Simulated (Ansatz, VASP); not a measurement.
## One calculation of Si, two programs

File INCAR:

```
PREC = Accurate ; ENCUT = 520
EDIFF = 1E-7 ; ISMEAR = 0
SIGMA = 0.05 ; LREAL = False
LASPH = True ; NELM = 80
ALGO = Normal ; ISIF = 2
LWAVE = False ; LCHARG = True
GGA = PE ; LELF = True
LVHAR = True ; NBANDS = 16
```

Contents of KPOINTS:

```
regular mesh
0
Gamma
  12 12 6
```

The input POSCAR:

```
Si
1.0
    4.0341116679      0.0000000000      0.0000000000
   -2.0170558339      3.4936431861      0.0000000000
    0.0000000000      0.0000000000      5.8002457560
Si
4
Direct
    0.3333333333      0.6666666667      0.0535050491
    0.6666666667      0.3333333333      0.5535050491
    0.3333333333      0.6666666667      0.4464949509
    0.6666666667      0.3333333333      0.9464949509
```

Input for Ansatz:

```yaml
crystal:
  lattice:
    - [4.0341116679, 0.0, 0.0]
    - [-2.0170558339, 3.4936431861, 0.0]
    - [0.0, 0.0, 5.800245756]
  atoms:
    - { symbol: Si, position: [0.3333333333, 0.6666666667, 0.0535050491] }
    - { symbol: Si, position: [0.6666666667, 0.3333333333, 0.5535050491] }
    - { symbol: Si, position: [0.3333333333, 0.6666666667, 0.4464949509] }
    - { symbol: Si, position: [0.6666666667, 0.3333333333, 0.9464949509] }
basis:
  ecutwfc: 420
kpoints:
  mp_grid: { grid: [12, 12, 6] }
hamiltonian:
  xc: pbe
  pseudopotentials: { kind: paw, azcp: { folder: soft_1 } }
scf:
  occupations: { method: gaussian, width: 0.05 }
output:
  forces: true
  stress: true
  eigenvalues: true
```

Alike in both runs: task single point; functional PBE; k mesh 12 × 12 × 6; occupations gaussian, width 0.05 eV; no spin polarisation.

|  | VASP | Ansatz |
| --- | --- | --- |
| version | VASP 6.6.1 | Ansatz 0.2.0 |
| potentials or method | VASP PAW PBE potentials, release 64 (Si) | scalar-relativistic, plane waves, PAW |
| plane-wave cutoff (eV) | 520 | 420 |
| valence electrons in the cell | 16 | 16 |

|  | VASP | Ansatz | Ansatz less VASP |
| --- | --- | --- | --- |
| gap on the k mesh at the Fermi level (eV) | none | none | - |
| pressure (GPa) | 0.6 | 0.7 | +0.06 |
| largest component of the traceless stress (GPa) | 16.19 | 16.16 | -0.029 |
| rms of the force components (eV/Å) | 0.161 | 0.164 | +0.0024 |

Atom by atom the forces differ by 0.002 eV/Å (rms over components). A gap of «none» marks a metal or a gap that the smearing closes. With one functional, cell and mesh, what is left measures potentials, basis and numerics.
